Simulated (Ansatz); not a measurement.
**GaN (P6_3mc) under several functionals**

**Measured values to compare with.**

From “On the origin of Blue Luminescence in Mg doped GaN”, 2017, arxiv:1708.04036, for a bulk crystal of GaN: lattice constant a 3.186 Å.

From “Vacancy defect in bulk and at (10\overline10) surface of GaN: A combined first-principles theoretical and experimental analysis”, 2017, arxiv:1710.05670, for a bulk crystal of GaN: lattice constant c 5.186 Å.

Plane-wave DFT in Ansatz with scalar-relativistic PAW potentials. The same structure was relaxed (cell and atoms, symmetry kept) in separate runs at each level. No spin polarisation.

Q: How do the levels LDA, PBE, PBEsol, r2SCAN compare?

A:
| level | cutoff (eV) | k mesh | V (Å³/atom) | a (Å) | c (Å) | gap (eV) |
| --- | --- | --- | --- | --- | --- | --- |
| LDA | 420 | 12×12×6 | 11.052 | 3.152 | 5.138 | 2.13 |
| r2SCAN | 500 | 12×12×6 | 11.371 | 3.183 | 5.184 | 2.35 |
| PBEsol | 420 | 12×12×6 | 11.373 | 3.183 | 5.185 | 1.88 |
| PBE | 420 | 12×12×6 | 11.758 | 3.218 | 5.243 | 1.71 |

The usual order of volumes, LDA < PBEsol < PBE, holds here (11.052, 11.373, 11.758 Å³/atom). As a rule LDA overbinds; PBEsol, built on the gradient expansion of slowly varying densities, lies between LDA and PBE; PBE's stronger gradient term for exchange weakens bonds. r2SCAN lies 3.3 % under PBE in volume. Each gap belongs to its own cell, so it mixes the functional's effect with that of the volume; gaps are the least found on the k mesh or on a band path.

For PBE: Against the measured lattice constant a of GaN, 3.186 Å (quoted in “On the origin of Blue Luminescence in Mg doped GaN”, 2017, arxiv:1708.04036), the calculated 3.218 Å is off by +1.0 %. 2 values of this kind are on record in papers (3.186 to 3.189 Å); this one was drawn at random among those near their median. Measured lattice constant c of GaN: 5.186 Å (quoted in “Vacancy defect in bulk and at (10\overline10) surface of GaN: A combined first-principles theoretical and experimental analysis”, 2017, arxiv:1710.05670). This calculation gives 5.243 Å (+1.1 %). 2 values of this kind are on record in papers (5.186 to 5.189 Å); this one was drawn at random among those near their median. The calculations are for 0 K without zero-point motion.

Cost: 4 runs of about 7.2 core-minutes in all, on AMD EPYC (Zen 3), Intel Xeon Processor @ 2.50GHz (Skylake/Cascade Lake) (shared hosts).